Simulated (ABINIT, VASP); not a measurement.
This is a calculation of C for VASP 6.6.1. This isn't the form of C at room conditions, which is graphite.

INCAR

```
PREC     = Accurate       # precision mode
ENCUT    = 520            # plane-wave cutoff, eV
EDIFF    = 1E-7           # SCF threshold, eV
ISMEAR   = -1             # smearing method
SIGMA    = 0.05           # smearing width, eV
LREAL    = F              # projectors in reciprocal space
LASPH    = T              # aspherical terms in the spheres
NELM     = 100            # most SCF steps
ALGO     = Normal         # electronic algorithm
ISIF     = 2              # what is computed and relaxed
LWAVE    = F              # write WAVECAR
LCHARG   = T              # write CHGCAR
GGA      = PE             # functional
LELF     = T              # ELF
LVHAR    = T            
NBANDS   = 13             # bands
```

KPOINTS

```
regular mesh
0
Gamma
  10 10 10
```

File POSCAR:

```
C
1.0
    2.6197200000      0.0000000000      0.0000000000
    0.0000000000      2.6197200000      0.0000000000
    0.0000000000      0.0000000000      2.6197200000
C
3
Direct
    0.0000000000      0.5000000000      0.5000000000
    0.5000000000      0.0000000000      0.5000000000
    0.5000000000      0.5000000000      0.0000000000
```

Potentials or basis: VASP PAW PBE potentials, release 64 (C).

Command:

```console
$ cat potpaw_PBE.64/C/POTCAR > POTCAR
$ mpirun -np 1 vasp_std > vasp.out
```

Problem. Translate it to ABINIT 10.8.3 (patched build). Potentials or basis there: JTH PAW PBE v2.0, cutoff 517 eV.

Solution. As run (cutoffs and basis follow the program's own potentials, and thresholds, step limits or extra output files can differ):

The input run.abi:

```
# Pseudopotentials
pp_dirpath "./"
pseudos "C.GGA_PBE-JTH.xml"

# Structure
structure "poscar:POSCAR"
natom 3

# Plane-wave basis
ecut 19.0
pawecutdg 38.0
pawxcdev 0

# k points
kptopt 1
ngkpt 10 10 10
nshiftk 1
shiftk 0.0 0.0 0.0

# Exchange and correlation
ixc 11

# Bands and occupations
nband 10
occopt 3
tsmear 0.05 eV

# SCF cycle
nstep 100
tolvrs 1.0e-9

# Output
iomode 3
prtwf 0
prtden 0
prteig 0
prtebands 0
```

Contents of POSCAR:

```
C
1.0
    2.6197200000      0.0000000000      0.0000000000
    0.0000000000      2.6197200000      0.0000000000
    0.0000000000      0.0000000000      2.6197200000
C
3
Direct
    0.0000000000      0.5000000000      0.5000000000  C
    0.5000000000      0.0000000000      0.5000000000  C
    0.5000000000      0.5000000000      0.0000000000  C
```

Potentials or basis: JTH PAW PBE v2.0.

Run with:

```console
$ abinit run.abi > log 2>&1
```

Both were run:

|  | VASP | ABINIT |
| --- | --- | --- |
| Pressure | 3.0 GPa | 2.1 GPa |

Pressure is positive in compression.
